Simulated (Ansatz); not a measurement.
Predicting a hybrid from its neighbours: C2H2Cl2 (trans-1,2-dichloroethylene)

The species is C2H2Cl2 (6 atoms), meant as a singlet with charge 0. SMILES: `Cl/C=C/Cl`. Geometry: relaxed at PBE0-D4/def2-TZVP.

The vertical ionisation energy (to the doublet cation) y, in eV, basis def2-SVPD; a is the functional's share of exact exchange. Programs: Ansatz 0.2.0.

| functional | program | a | y (eV) |
| --- | --- | --- | --- |
| PBE | Ansatz | 0 | 9.42 |
| revPBE | Ansatz | 0 | 9.37 |
| B3LYP | Ansatz | 0.2 | ? |
| PBE0 | Ansatz | 0.25 | 9.65 |
| BHLYP | Ansatz | 0.5 | 9.67 |

Fit y = c + s·a to the known rows and predict B3LYP.


1. Means of the 4 rows: a = 0.1875, y = 9.527.
2. Σ(Δa)² = 0.17188, Σ(Δa·Δy) = 0.10188, so the slope is 0.10188/0.17188 = 0.59274.
3. Intercept: 9.527 − (0.59274) × 0.1875 = 9.416. The largest residual of the fit is 0.086.
4. B3LYP: 9.416 + (0.59274) × 0.2 = 9.53 eV.

The run gave 9.60 eV, so the prediction is off by -0.07 eV, within the largest residual.
